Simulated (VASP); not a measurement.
Wanted: the native input for a VASP 6.6.1 run.

```yaml
Task: electrostatic potential
Functional: HSE06
Potentials_or_basis: VASP PAW PBE potentials, release 64 (Ge_d)
Cutoff: 520 eV
k_mesh: 6 × 6 × 6
Occupations: gaussian, width 0.02 eV
Spin: no spin polarisation
Grid_for_exact_exchange_PRECFOCK: Fast
Screening_parameter: 0.2 1/A
Further_INCAR_settings: ALGO = Normal; EDIFF = 1e-06
```

Crystal: Ge.

```
Ge
1.0
     0.00000    2.82813    2.82813
     2.82813    0.00000    2.82813
     2.82813    2.82813    0.00000
Ge
2
Direct
  0.00000 0.00000 0.00000
  0.25000 0.25000 0.25000
```

The cell was built by a generator and needn't be a form met in nature.

These files were run (other wordings do the same):

POSCAR

```
Ge                                      
1.0
   -0.0000000000      2.8281279486      2.8281279486
    2.8281279486      0.0000000000      2.8281279486
    2.8281279486      2.8281279486     -0.0000000000
  Ge            
     2
Direct
     0.0000000000000000    0.0000000000000000    0.0000000000000000
     0.2500000000000000    0.2500000000000000    0.2500000000000000
```

INCAR.step1

```
SYSTEM = Ge
ALGO = Normal ; EDIFF = 1E-5
ENCUT = 520 ; GGA = PE
ISIF = 2 ; ISMEAR = 0
LASPH = .TRUE. ; LREAL = .FALSE.
LWAVE = .TRUE. ; NELM = 80
PREC = Accurate ; SIGMA = 0.02
```

INCAR.step2

```
SYSTEM = Ge
ALGO = Normal ; EDIFF = 1E-6
ENCUT = 520 ; GGA = PE
HFSCREEN = 0.2 ; ISIF = 2
ISMEAR = 0 ; ISTART = 1
LASPH = .TRUE. ; LCHARG = .TRUE.
LHFCALC = .TRUE. ; LREAL = .FALSE.
LVHAR = .TRUE. ; LWAVE = .FALSE.
NELM = 80 ; PREC = Accurate
PRECFOCK = Fast ; SIGMA = 0.02
```

KPOINTS

```
k-points
0
G
  6 6 6
  0 0 0
```

Potentials or basis: VASP PAW PBE potentials, release 64 (Ge_d).

Run with:

```sh
$ cat potpaw_PBE.64/Ge_d/POTCAR > POTCAR
$ cp INCAR.step1 INCAR
$ mpirun -np 1 vasp_std > vasp.out
$ cp INCAR.step2 INCAR
$ mpirun -np 1 vasp_std > vasp.out
```

It gave:

| Quantity | Value |
| --- | --- |
| Pressure | 1.0 GPa |
| Band gap on the k mesh | 0.83 eV, indirect (least direct gap 0.91 eV) |

Caveat: the PAW data sets were made with another functional, which shifts forces and pressure a little.

It took 37 min on 1 thread of Intel(R) Xeon(R) Platinum 8488C (Sapphire Rapids), with other jobs on the host, peak memory 0.27 GiB.
